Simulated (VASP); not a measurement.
# GaAs: single point with PBEsol

**The experiment to reproduce.**

“Evidence of valence band perturbations in GaAsN/GaAs(001): A combined variable-angle spectroscopic ellipsometry and modulated photoreflectance investigation”, 2008, arxiv:0805.2212 reports, for a bulk crystal of GaAs at 300 K: band gap 1.412 ± 0.01 eV (direct).

The system is GaAs.

```
Ga As
1.0
     0.00000    2.83308    2.83308
     2.83308    0.00000    2.83308
     2.83308    2.83308    0.00000
Ga As
1 1
Cartesian
  0.0000 0.0000 0.0000
  1.4165 1.4165 1.4165
```

```
Program                : VASP 6.6.1
Task                   : single point
Functional             : PBEsol
Potentials or basis    : VASP PAW PBE potentials, release 64 (Ga_d, As)
Cutoff                 : 520 eV
k mesh                 : 6 × 6 × 6
Occupations            : gaussian, width 0.01 eV
Spin                   : no spin polarisation
Dipole correction      : no
Further INCAR settings : ALGO = Fast; EDIFF = 1e-06; NBANDS = 16
```

* Pressure: -0.2 GPa
* Band gap on the k mesh: 0.40 eV, direct

Levels at points of the mesh, in eV from the valence-band top:
| k point | band 6 | band 7 | band 8 | band 9 | band 10 | band 11 | band 12 | band 13 |
| --- | --- | --- | --- | --- | --- | --- | --- | --- |
| (0.00, 0.00, 0.00) | -12.71 | 0.00 | 0.00 | 0.00 | 0.40 | 3.68 | 3.68 | 3.68 |
| (0.50, 0.00, 0.00) | -10.95 | -6.65 | -1.14 | -1.14 | 0.91 | 4.58 | 4.58 | 7.57 |
| (0.50, 0.50, 0.00) | -10.21 | -6.83 | -2.68 | -2.68 | 1.36 | 1.57 | 10.07 | 10.07 |

It took 7.1 s on 1 thread of Intel(R) Xeon(R) 6975P-C (Granite Rapids), on a shared host, peak memory 0.16 GiB.

A measured gap of GaAs is 1.412 eV (direct; 300 K; “Evidence of valence band perturbations in GaAsN/GaAs(001): A combined variable-angle spectroscopic ellipsometry and modulated photoreflectance investigation”, 2008, arxiv:0805.2212); the calculated 0.40 eV misses it by -1.01 eV. So large a miss can be the level of theory's own, or it may mean another phase, state or a wrong row. 3 values of this kind are on record (1.412 to 1.51 eV); this one was drawn at random among those near their median, those with a stated uncertainty first. Spin-orbit coupling on As, Ga is left out. The value is that of PBEsol, without temperature or zero-point motion. Semilocal functionals fall short of measured gaps as a rule.

Caveat: the PAW data sets were made with another functional, which shifts forces and pressure a little.
